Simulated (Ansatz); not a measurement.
Calculated ¹⁷O NMR of the central transition for V₂O₅

Cell: a Materials Project structure (computed, not necessarily an observed phase), atoms as given.

```cif
data_V2O5
_symmetry_space_group_name_H-M 'Pbam'
_symmetry_Int_Tables_number 55
_cell_length_a 5.7213
_cell_length_b 10.7131
_cell_length_c 3.3250
_cell_angle_alpha 90.000
_cell_angle_beta 90.000
_cell_angle_gamma 90.000
loop_
_atom_site_label
_atom_site_type_symbol
_atom_site_symmetry_multiplicity
_atom_site_Wyckoff_symbol
_atom_site_fract_x
_atom_site_fract_y
_atom_site_fract_z
V V 4 g 0.7038 0.3716 0.0000
O5 O 4 h 0.8190 0.4022 0.5000
O9 O 4 g 0.0307 0.2518 0.0000
O13 O 2 a 0.5000 0.5000 0.0000
```

One atom of each set is listed.

The numbers come from a DFT calculation in Ansatz (r2SCAN, plane waves and PAW, scalar-relativistic, 500 eV cutoff, Γ-centred 4×2×7 k-points, Fermi–Dirac smearing 0.02 eV).

¹⁷O has I = 5/2 and Q = -25.58 mb (Pyykkö 2018); at 16.4 T its Larmor frequency is ν₀ = 94.7 MHz. Only the quadrupole interaction is simulated: positions count from each site's isotropic chemical shift, and J coupling is left out, as are shift anisotropy and dipolar coupling, which fast spinning averages.

(1) What does the ¹⁷O spectrum (fast magic-angle spinning) show for each site?

Answers

(1) 

```json
{"site": "O5", "first shell": "2 V at 1.82 Å, angle 132°", "C_Q (MHz)": "-2.81", "η": "0.16", "P_Q (MHz)": "2.82", "δ_QIS (ppm)": "-5.31", "breadth (kHz)": "1.13"}
{"site": "O9", "first shell": "1 V at 1.65 Å; also 1 V at 2.27 Å", "C_Q (MHz)": "-1.42", "η": "0.97", "P_Q (MHz)": "1.63", "δ_QIS (ppm)": "-1.78", "breadth (kHz)": "0.372"}
{"site": "O13", "first shell": "2 V at 1.80 Å, angle 180°", "C_Q (MHz)": "-3.20", "η": "0.37", "P_Q (MHz)": "3.27", "δ_QIS (ppm)": "-7.15", "breadth (kHz)": "1.56"}
```

δ_QIS = −(ν_Q²/30ν₀²)[I(I+1) − 3/4](1 + η²/3) × 10⁶ ppm with ν_Q = 3|C_Q|/[2I(2I−1)]; it falls as 1/B₀² in ppm, and the breadth as 1/B₀ in kHz.

At O5 V_zz runs parallel to the line that joins its two neighbours (within 1°). At O13 V_zz points along the line of its two bonds (within 4°).

At this cell the r2SCAN pressure is -10 GPa, so with r2SCAN the cell would shrink if it were relaxed. The entry's cell may itself be off. The largest force is 1.6 eV/Å, so the atoms aren't at the calculated equilibrium and relaxing them would move these values.

Hardware: 1 thread of Arm Neoverse V2 (aarch64; 8 cores open to the job, memory cap 2.5 GiB, no GPU), a shared host with a load of 0.2 a core. Wall time 56 s, CPU time 57 s, peak memory 0.95 GiB.
